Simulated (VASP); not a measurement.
**H2: single point with optB86b-vdW**

H2, in a box:

```
H
1.0
    11.17151    0.00000    0.00000
     0.00000   11.67151    0.00000
     0.00000    0.00000   12.17151
H
2
Direct
  0.50298 0.48780 0.52759
  0.49722 0.51966 0.47427
```

```
Program                : VASP 6.6.1
Task                   : single point
Functional             : optB86b-vdW
Potentials or basis    : VASP PAW PBE potentials, release 64 (H)
Cutoff                 : 400 eV
k mesh                 : 1 × 1 × 1
Occupations            : gaussian, width 0.01 eV
Spin                   : no spin polarisation
Further INCAR settings : ALGO = Fast; EDIFF = 1e-06; ISYM = 0
```

```json
{"Largest force": "0.018 eV/Å", "Gap between the frontier levels": "9.98 eV"}
```

Forces in eV/Å, atoms in the order of the input:
```
H   -0.002  0.009 -0.015
H    0.002 -0.009  0.015
```

Levels at points of the mesh, in eV from the valence-band top:
```tsv
k point	band 1	band 2	band 3	band 4
(0.00, 0.00, 0.00)	0.00	9.98	10.37	10.81
```

Run time: 2.2 min on 4 MPI ranks on AMD EPYC 9R45 (Zen 5), with other jobs on the host, peak memory 0.9 GiB a rank.

Caveat: the PAW data sets were made with another functional, which shifts forces and pressure a little.
